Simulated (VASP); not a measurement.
Set up this calculation in VASP 6.6.1, as the native input.

* Task: relaxation of cell and atoms
* Functional: PBEsol
* Potentials or basis: VASP PAW PBE potentials, release 64 (Ba_sv, Zr_sv, S)
* Cutoff: 600 eV
* k mesh: 4 × 4 × 4
* Occupations: gaussian, width 0.03 eV
* Spin: no spin polarisation
* Further INCAR settings: ALGO = Normal; EDIFF = 1e-06; IBRION = 2; EDIFFG = -0.01; NSW = 90; ISIF = 3

The structure of BaZrS3 lies in POSCAR:

```
BaZrS3
1.0
    7.1344888100      0.0000000000      0.0000000000
    0.0000000000     10.0418237600      0.0000000000
    0.0000000000      0.0000000000      7.0635613000
Ba Zr S
4 4 12
Direct
    0.0430272500      0.2500000000      0.0087500800
    0.4569727500      0.7500000000      0.5087500800
    0.5430272500      0.2500000000      0.4912499200
    0.9569727500      0.7500000000      0.9912499200
    0.0000000000      0.0000000000      0.5000000000
    0.5000000000      0.0000000000      0.0000000000
    0.5000000000      0.5000000000      0.0000000000
    0.0000000000      0.5000000000      0.5000000000
    0.9941581600      0.2500000000      0.5608972600
    0.5058418400      0.7500000000      0.0608972600
    0.4941581600      0.2500000000      0.9391027400
    0.0058418400      0.7500000000      0.4391027400
    0.2132557900      0.9681785700      0.7866180500
    0.2867442100      0.0318214300      0.2866180500
    0.7132557900      0.5318214300      0.7133819500
    0.7867442100      0.4681785700      0.2133819500
    0.7867442100      0.0318214300      0.2133819500
    0.7132557900      0.9681785700      0.7133819500
    0.2867442100      0.4681785700      0.2866180500
    0.2132557900      0.5318214300      0.7866180500
```

The cell is a database's computed one.

The input as run:

INCAR

```
SYSTEM = BaZrS3
ALGO = Normal
EDIFF = 1E-6
EDIFFG = -0.01
ENCUT = 600
GGA = PS
IBRION = 2
ISIF = 3
ISMEAR = 0
KPAR = 4
LASPH = .TRUE.
LCHARG = .FALSE.
LREAL = .FALSE.
LWAVE = .FALSE.
NELM = 80
NSW = 90
PREC = Accurate
SIGMA = 0.03
```

KPOINTS

```
k-points
0
G
  4 4 4
  0 0 0
```

Potentials or basis: VASP PAW PBE potentials, release 64 (Ba_sv, Zr_sv, S).

Run with:

```console
$ cat potpaw_PBE.64/Ba_sv/POTCAR potpaw_PBE.64/Zr_sv/POTCAR potpaw_PBE.64/S/POTCAR > POTCAR
$ mpirun -np 4 vasp_std > vasp.out
```

Results of the run:

```json
{"Relaxed volume": "24.44 Å³/atom", "Relaxed cell": "a = 7.074 Å, b = 9.926 Å, c = 6.963 Å, α = 90.00°, β = 90.00°, γ = 90.00°", "Space group after relaxing (to 0.05 Å)": "Pnma (No. 62)", "Energy gained by relaxing": "7.3 meV/atom", "Ionic steps": "16", "Pressure after relaxing": "0.0 GPa", "Largest force after relaxing": "0.010 eV/Å", "Band gap on the k mesh": "0.92 eV, direct"}
```

Caveat: the PAW data sets were made with another functional, which shifts forces and pressure a little; spin-orbit coupling is left out, which moves the levels of the heavy elements.

Wall time 74 min on 4 MPI ranks on Intel(R) Xeon(R) Platinum 8488C (Sapphire Rapids) (shared host), peak memory 1.5 GiB a rank.
